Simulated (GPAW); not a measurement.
Runs of GPAW 26.7.0 on Cl. The structure is orthorhombic, space group Cmce (No. 64). Conventional cell: a = 6.290 Å, b = 4.500 Å, c = 8.210 Å, α = 90.00°, β = 90.00°, γ = 90.00°. Cl (site symmetry m) has 1 Cl at 2.02 Å as nearest neighbours. 

| task | level | potentials or basis | cell | k mesh | cutoff (eV) | ranks | maxiter | band path | band points | optimizer | gap on the mesh (eV) | pressure (GPa) | largest force (eV/Å) |
| --- | --- | --- | --- | --- | --- | --- | --- | --- | --- | --- | --- | --- | --- |
| band structure | PBE | PAW data sets generated in the run's folder for this functional, pw | as given | 5 × 5 × 3 | 600 | - | 150 | GXSRAZGYX1A1TY,ZT | 80 | - | 2.49 | 0.7 | 0.14 |
| single point | LDA | the program's PAW data sets (release 1.2.1) made for this functional, pw | as given | 6 × 6 × 3 | 450 | - | 120 | - | - | - | (a) | -2.6 | 0.14 |
| band structure | PBEsol | PAW data sets generated in the run's folder for this functional, pw | as given | 5 × 5 × 3 | 600 | - | 150 | GXSRAZGYX1A1TY,ZT | 60 | - | 2.43 | -0.9 | (b) |
| relaxation of cell and atoms | LDA | the program's PAW data sets (release 1.2.1) made for this functional, pw | relaxed | 5 × 5 × 3 | 600 | - | 150 | - | - | FIRE | (c) | 0.0 | - |

Alike in all rows: no spin polarisation; smearing fermi-dirac 0.05 eV.

Task: Estimate the missing entries.

Result: (a) 2.33; (b) 0.12; (c) 1.79.

Caveats: an odd mesh through Γ misses points on the zone boundary, where band edges often lie (some runs); the cutoff is short for stress and forces, so pressures can be off by a GPa or more (some runs); later steps reuse the first step's grids (some runs).
